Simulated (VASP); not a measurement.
# GaAs (F-43m) in VASP: a series of runs, part 2 of 2

VASP 6.6.1.

**4. Band structure, PBE**

This run uses another cell than the first one, of 22.70 Å³/atom, 0.955 times its volume.

Input file INCAR:

```
SYSTEM = GaAs
ALGO     = Normal         ! electronic algorithm
EDIFF    = 1E-6           ! SCF threshold, eV
ENCUT    = 520            ! plane-wave cutoff, eV
GGA      = PE             ! functional
ISIF     = 2              ! what is computed and relaxed
ISMEAR   = 0              ! smearing method
LASPH    = .True.         ! aspherical terms in the spheres
LCHARG   = .False.        ! write CHGCAR
LREAL    = .False.        ! projectors in reciprocal space
LWAVE    = .False.        ! write WAVECAR
NBANDS   = 16             ! bands
NELM     = 80             ! most SCF steps
PREC     = Accurate       ! precision mode
SIGMA    = 0.03           ! smearing width, eV
```

Input file KPOINTS:

```
k-points
0
Gamma
  10 10 10
  0 0 0
```

Input file POSCAR:

```
GaAs                                    
1.0
    0.0000000000      2.8313993253      2.8313993253
    2.8313993253      0.0000000000      2.8313993253
    2.8313993253      2.8313993253      0.0000000000
  Ga              As            
     1     1
Direct
     0.0000000000000000    0.0000000000000000    0.0000000000000000
     0.2500000000000000    0.2500000000000000    0.2500000000000000
```

Input file KPOINTS_OPT:

```
explicit points
202
Reciprocal
 0.0000000000  0.0000000000  0.0000000000 1
 0.0555555556  0.0000000000  0.0555555556 1
 0.1111111111  0.0000000000  0.1111111111 1
 0.1666666667  0.0000000000  0.1666666667 1
 0.2222222222  0.0000000000  0.2222222222 1
 0.2777777778  0.0000000000  0.2777777778 1
[... 194 lines left out ...]
 0.5111346300  0.0222692700  0.5111346300 1
 0.4888653700 -0.0222692700  0.4888653700 1
```

Potentials or basis: VASP PAW PBE potentials, release 64 (Ga_d, As).

The run is started by

```console
> cat potpaw_PBE.64/Ga_d/POTCAR potpaw_PBE.64/As/POTCAR > POTCAR
> mpirun -np 1 vasp_std > vasp.out
```

OUTCAR:

```text
SYSTEM = GaAs
   EDIFF = 1E-6
   ENCUT = 520
   GGA = PE
   ISIF = 2
   ISMEAR = 0
   LASPH = .True.
   LREAL = .False.
   NELM = 80
   PREC = Accurate

 ion  position               nearest neighbor table
   1  0.000  0.000  0.000-   2 2.45   2 2.45   2 2.45   2 2.45
   2  0.250  0.250  0.250-   1 2.45   1 2.45   1 2.45   1 2.45

  LATTYP: Found a face centered cubic cell.
 ALAT       =     5.6627986506

  Lattice vectors:

 A1 = (   0.0000000000,   2.8313993253,   2.8313993253)
 A2 = (   2.8313993253,   0.0000000000,   2.8313993253)
 A3 = (   2.8313993253,   2.8313993253,   0.0000000000)

Analysis of symmetry for initial positions (statically):
=====================================================================
 Subroutine PRICEL returns:
 Original cell was already a primitive cell.

 Routine SETGRP: Setting up the symmetry group for a
 face centered cubic supercell.

 Subroutine GETGRP returns: Found 24 space group operations
 (whereof 24 operations were pure point group operations)
 out of a pool of 48 trial point group operations.

The static configuration has the point symmetry T_d .

Analysis of symmetry for dynamics (positions and initial velocities):
=====================================================================
 Subroutine PRICEL returns:
 Original cell was already a primitive cell.

 Routine SETGRP: Setting up the symmetry group for a
 face centered cubic supercell.

 Subroutine GETGRP returns: Found 24 space group operations
 (whereof 24 operations were pure point group operations)
 out of a pool of 48 trial point group operations.

The dynamic configuration has the point symmetry T_d .

 Subroutine INISYM returns: Found 24 space group operations
 (whereof 24 operations are pure point group operations),
 and found     1 'primitive' translations

----------------------------------------------------------------------------------------

[... 111 lines left out ...]
     AMIX     =   0.40;   BMIX     =  1.00
     AMIX_MAG =   1.60;   BMIX_MAG =  1.00
  volume/ion in A,a.u.               =      22.70       153.18
  Fermi-wavevector in a.u.,A,eV,Ry     =   1.202692  2.272759 19.680404  1.446469
  Thomas-Fermi vector in A             =   2.338467
   LORBIT       =      0    0 simple, 1 ext, 2 COOP (PROOUT), +10 PAW based schemes
   GGA     = PE    functional components
   LHFCALC =     F    Hartree Fock is set to
   AEXX    =    0.0000 exact exchange contribution
   IVDW    =     0    specifies the selected vdW correction
   LEPSILON=     F    determine dielectric tensor
   LRPA    =     F    only Hartree local field effects (RPA)
 non-spin polarized calculation
 Gauss-broadening in eV      SIGMA  =   0.03
  energy-cutoff  :      520.00
  volume of cell :       45.40
 maximum number of plane-waves:      1243
 NGX is ok and might be reduce to    30
   NGX = 15   NGY = 15   NGZ = 15

 number of electron      17.9999991 magnetization

 Free energy of the ion-electron system (eV)
  ---------------------------------------------------
  ext. energy  EPLUGINS =         0.00000000
  ---------------------------------------------------
  free energy    TOTEN  =        -8.25536367 eV

  energy without entropy =       -8.25536367  energy(sigma->0) =       -8.25536367

 E-fermi :   4.0111     XC(G=0):  -9.5666

 val. band max:        3.8858400012   @ k =   0.0000   0.0000   0.0000
 cond. band min:       4.3700679390   @ k =   0.0000   0.0000   0.0000
 fundamental gap:      0.4842279378
 Fermi energy:         4.0110829091

 k-point     1 :       0.0000    0.0000    0.0000
  band No.  band energies     occupation
      1     -10.9118      2.00000
      2     -10.9118      2.00000
      3     -10.9118      2.00000
      4     -10.8338      2.00000
      5     -10.8338      2.00000
      6      -8.8051      2.00000
[... 433 lines left out ...]
      3     -10.8749      2.00000
      4     -10.8511      2.00000
      5     -10.8244      2.00000
      6      -7.0825      2.00000
[... 8 lines left out ...]
     15      16.1278      0.00000
     16      16.6973      0.00000

 [... further k-points ...]

------------------------ aborting loop because EDIFF is reached ----------------------------------------

  FORCE on cell =-STRESS in cart. coord.  units (eV):
  Direction    XX          YY          ZZ          XY          YZ          ZX
  --------------------------------------------------------------------------------------
  -------------------------------------------------------------------------------------
  Total        0.8777932      0.8777932      0.8777932      0.0000000      0.0000000     -0.0000000
  in kB       30.9791455     30.9791455     30.9791455      0.0000000      0.0000000     -0.0000000
  external PRESSURE =      30.9791455 kB  Pullay stress =       0.0000000 kB

 VOLUME and BASIS-vectors are now :
 -----------------------------------------------------------------------------
  energy-cutoff  :      520.00
  volume of cell :       45.40
      direct lattice vectors                 reciprocal lattice vectors
     0.000000000  2.831399325  2.831399325    -0.176591128  0.176591128  0.176591128
     2.831399325  0.000000000  2.831399325     0.176591128 -0.176591128  0.176591128
     2.831399325  2.831399325  0.000000000     0.176591128  0.176591128 -0.176591128

 POSITION                                       TOTAL-FORCE (eV/Angst)
 -----------------------------------------------------------------------------------
      0.00000      0.00000      0.00000        -0.000000      0.000000     -0.000000
      1.41570      1.41570      1.41570         0.000000     -0.000000      0.000000
 -----------------------------------------------------------------------------------
    total drift:                                0.000002      0.000002      0.000002

  FREE ENERGIE OF THE ION-ELECTRON SYSTEM (eV)
  ---------------------------------------------------
  free  energy   TOTEN  =        -8.2553636680 eV

  energy  without entropy=       -8.2553636680  energy(sigma->0) =       -8.25536367
```

Wall time 80 s (1 thread of Intel Xeon Platinum 8488C (Sapphire Rapids), shared host); peak memory 0.21 GiB.

What came out:

```
Free energy             : -8.2554 eV
Pressure                : 3.1 GPa
Band gap on the k mesh  : 0.48 eV, direct
Band gap along the path : 0.48 eV, direct
```

Levels at the corners of the path, in eV from the valence-band top:
```csv
point,band 5,band 6,band 7,band 8,band 9,band 10,band 11,band 12,band 13,band 14
Γ,-14.72,-12.69,0.00,0.00,0.00,0.48,3.73,3.73,3.73,7.57
X,-14.71,-10.21,-6.80,-2.66,-2.66,1.47,1.66,10.13,10.13,10.94
X,-14.71,-10.21,-6.80,-2.66,-2.66,1.47,1.66,10.13,10.13,10.94
W,-14.72,-10.15,-6.61,-3.51,-3.32,4.60,4.72,5.39,6.03,11.05
W,-14.72,-10.15,-6.61,-3.51,-3.32,4.60,4.72,5.39,6.03,11.05
K,-14.71,-10.24,-6.61,-3.83,-2.24,1.96,4.62,7.92,8.03,8.64
K,-14.71,-10.24,-6.61,-3.83,-2.24,1.96,4.62,7.92,8.03,8.64
Γ,-14.72,-12.69,0.00,0.00,0.00,0.48,3.73,3.73,3.73,7.57
Γ,-14.72,-12.69,0.00,0.00,0.00,0.48,3.73,3.73,3.73,7.57
L,-14.72,-10.94,-6.61,-1.13,-1.13,0.99,4.63,4.63,7.75,10.36
L,-14.72,-10.94,-6.61,-1.13,-1.13,0.99,4.63,4.63,7.75,10.36
U,-14.71,-10.24,-6.61,-3.83,-2.24,1.96,4.62,7.92,8.03,8.64
U,-14.71,-10.24,-6.61,-3.83,-2.24,1.96,4.62,7.92,8.03,8.64
W,-14.72,-10.15,-6.61,-3.51,-3.32,4.60,4.72,5.39,6.03,11.05
W,-14.72,-10.15,-6.61,-3.51,-3.32,4.60,4.72,5.39,6.03,11.05
L,-14.72,-10.94,-6.61,-1.13,-1.13,0.99,4.63,4.63,7.75,10.36
L,-14.72,-10.94,-6.61,-1.13,-1.13,0.99,4.63,4.63,7.75,10.36
K,-14.71,-10.24,-6.61,-3.83,-2.24,1.96,4.62,7.92,8.03,8.64
U,-14.71,-10.24,-6.61,-3.83,-2.24,1.96,4.62,7.92,8.03,8.64
X,-14.71,-10.21,-6.80,-2.66,-2.66,1.47,1.66,10.13,10.13,10.94
```

**5. Band structure, LDA**

This run uses another cell than the first one, of 22.70 Å³/atom, 0.955 times its volume.

INCAR: that of step 4 with these lines changed.

```diff
@@ -4,3 +4,2 @@
 ENCUT    = 520            ! plane-wave cutoff, eV
-GGA      = PE             ! functional
 ISIF     = 2              ! what is computed and relaxed
```

KPOINTS is that of step 4.

POSCAR is that of step 4.

KPOINTS_OPT is that of step 4.

Potentials or basis: VASP PAW LDA potentials, release 64 (Ga_d, As).

The run is started by

```console
> cat potpaw_LDA.64/Ga_d/POTCAR potpaw_LDA.64/As/POTCAR > POTCAR
> mpirun -np 1 vasp_std > vasp.out
```

Wall time 1.8 min (1 thread of Intel Xeon Platinum 8488C (Sapphire Rapids), shared host); peak memory 0.19 GiB.

The run converged. Its results:

```yaml
Free_energy: -9.6336 eV
Pressure: -1.9 GPa
Band_gap_on_the_k_mesh: 0.30 eV, direct
Band_gap_along_the_path: 0.30 eV, direct
```

Levels at the corners of the path, in eV from the valence-band top:
```csv
point,band 6,band 7,band 8,band 9,band 10,band 11,band 12,band 13
Γ,-12.73,0.00,0.00,0.00,0.30,3.67,3.67,3.67
X,-10.25,-6.85,-2.67,-2.67,1.35,1.55,10.00,10.00
X,-10.25,-6.85,-2.67,-2.67,1.35,1.55,10.00,10.00
W,-10.19,-6.67,-3.54,-3.35,4.52,4.63,5.28,5.93
W,-10.19,-6.67,-3.54,-3.35,4.52,4.63,5.28,5.93
K,-10.28,-6.67,-3.87,-2.25,1.85,4.53,7.79,7.96
K,-10.28,-6.67,-3.87,-2.25,1.85,4.53,7.79,7.96
Γ,-12.73,0.00,0.00,0.00,0.30,3.67,3.67,3.67
Γ,-12.73,0.00,0.00,0.00,0.30,3.67,3.67,3.67
L,-10.98,-6.67,-1.14,-1.14,0.85,4.58,4.58,7.56
L,-10.98,-6.67,-1.14,-1.14,0.85,4.58,4.58,7.56
U,-10.28,-6.67,-3.87,-2.25,1.85,4.53,7.79,7.96
U,-10.28,-6.67,-3.87,-2.25,1.85,4.53,7.79,7.96
W,-10.19,-6.67,-3.54,-3.35,4.52,4.63,5.28,5.93
W,-10.19,-6.67,-3.54,-3.35,4.52,4.63,5.28,5.93
L,-10.98,-6.67,-1.14,-1.14,0.85,4.58,4.58,7.56
L,-10.98,-6.67,-1.14,-1.14,0.85,4.58,4.58,7.56
K,-10.28,-6.67,-3.87,-2.25,1.85,4.53,7.79,7.96
U,-10.28,-6.67,-3.87,-2.25,1.85,4.53,7.79,7.96
X,-10.25,-6.85,-2.67,-2.67,1.35,1.55,10.00,10.00
```

**6. The runs side by side**

```tsv
task	level	potentials or basis	cell	k mesh	cutoff (eV)	by perturbation theory	monkhorst-Pack mesh	gap on the mesh (eV)	pressure (GPa)
phonons	PBE	VASP PAW PBE potentials, release 64 (Ga_d, As)	F-43m, 23.77 Å³/atom	10 × 10 × 10	600	no	-	-	-
dielectric tensor	PBE	VASP PAW PBE potentials, release 64 (Ga_d, As)	F-43m, 23.77 Å³/atom	14 × 14 × 14	600	-	yes	-	-
band structure	PBE	VASP PAW PBE potentials, release 64 (Ga_d, As)	F-43m, 22.7 Å³/atom	10 × 10 × 10	520	-	-	0.48	3.1
band structure	LDA	VASP PAW LDA potentials, release 64 (Ga_d, As)	F-43m, 22.7 Å³/atom	10 × 10 × 10	520	-	-	0.30	-1.9
```

Alike in all rows: no spin polarisation; smearing gaussian 0.03 eV.

Absolute energies hang on the potentials; compare differences alone.

**7. Against experiment**

Step 3. Measured high-frequency dielectric constant of GaAs: 10.89 (300 K; a printed reference work, textbook). This calculation gives 15.34 (+40.8 %). So large a miss can be the level of theory's own, or it may mean another phase, state or a wrong row.

Step 4. A measured gap of GaAs is 1.412 eV (direct; 300 K; “Evidence of valence band perturbations in GaAsN/GaAs(001): A combined variable-angle spectroscopic ellipsometry and modulated photoreflectance investigation”, 2008, arxiv:0805.2212); the calculated 0.48 eV misses it by -0.93 eV. 3 values of this kind are on record (1.412 to 1.51 eV); this one was drawn at random among those near their median, those with a stated uncertainty first. Spin-orbit coupling on As, Ga is left out. The value is that of PBE, without temperature or zero-point motion. Semilocal functionals fall short of measured gaps as a rule.

Step 5. A measured gap of GaAs is 1.418 eV (direct; 300 K; “Evidence of valence band perturbations in GaAsN/GaAs(001): A combined variable-angle spectroscopic ellipsometry and modulated photoreflectance investigation”, 2008, arxiv:0805.2212); the calculated 0.30 eV misses it by -1.12 eV. So large a miss can be the level of theory's own, or it may mean another phase, state or a wrong row. 3 values of this kind are on record (1.412 to 1.51 eV); this one was drawn at random among those near their median, those with a stated uncertainty first. Spin-orbit coupling on As, Ga is left out. The value is that of LDA, without temperature or zero-point motion. Semilocal functionals fall short of measured gaps as a rule.
